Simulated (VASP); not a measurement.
Here is a VASP 6.6.1 calculation.

The input INCAR:

```
  PREC = Accurate
  ENCUT = 600
  EDIFF = 1E-7
  ISMEAR = 0
  SIGMA = 0.03
  LREAL = False
  LASPH = True
  NELM = 80
  ALGO = Normal
  ISIF = 3
  LWAVE = False
  LCHARG = False
  GGA = MK
  LUSE_VDW = True
  AGGAC = 0.0
  PARAM1 = 0.1234
  PARAM2 = 0.711357
  ZAB_VDW = -1.8867
  IBRION = 2
  NSW = 90
  EDIFFG = -0.005
```

KPOINTS

```
Automatic mesh
0
Gamma
  9 9 5
```

File POSCAR:

```
HfS2                                    
1.0
    3.6138060602      0.0000000000     -0.0000000000
   -1.8069030301      3.1296478524      0.0000000000
   -0.0000000000     -0.0000000000      5.8301069043
  Hf              S             
     1     2
Direct
     0.0000000000000000    1.0000000000000000    0.0000000000000000
     0.6666666699999979    0.3333333300000021    0.7507017013805954
     0.3333333300000021    0.6666666699999979    0.2492982986194044
```

Potentials or basis: VASP PAW PBE potentials, release 64 (Hf_pv, S).

Launch:

```console
$ cat potpaw_PBE.64/Hf_pv/POTCAR potpaw_PBE.64/S/POTCAR > POTCAR
$ mpirun -np 1 vasp_std > vasp.out
```

Task: What does it give for the band gap on the k mesh?

Result: 0.95 eV, indirect (least direct gap 1.85 eV).

Final structure:
```xyz
3
Lattice="3.6138 0.0000 0.0000 -1.8069 3.1296 0.0000 0.0000 0.0000 5.8301" Properties=species:S:1:pos:R:3 pbc="T T T"
Hf    0.0000    0.0000    0.0000
S     1.8069    1.0432    4.3767
S     0.0000    2.0864    1.4534
```

Caveat: the relaxation stopped at its first step, so nothing moved; spin-orbit coupling is left out, which moves the levels of the heavy elements; an odd mesh through Γ misses points on the zone boundary, where band edges often lie.
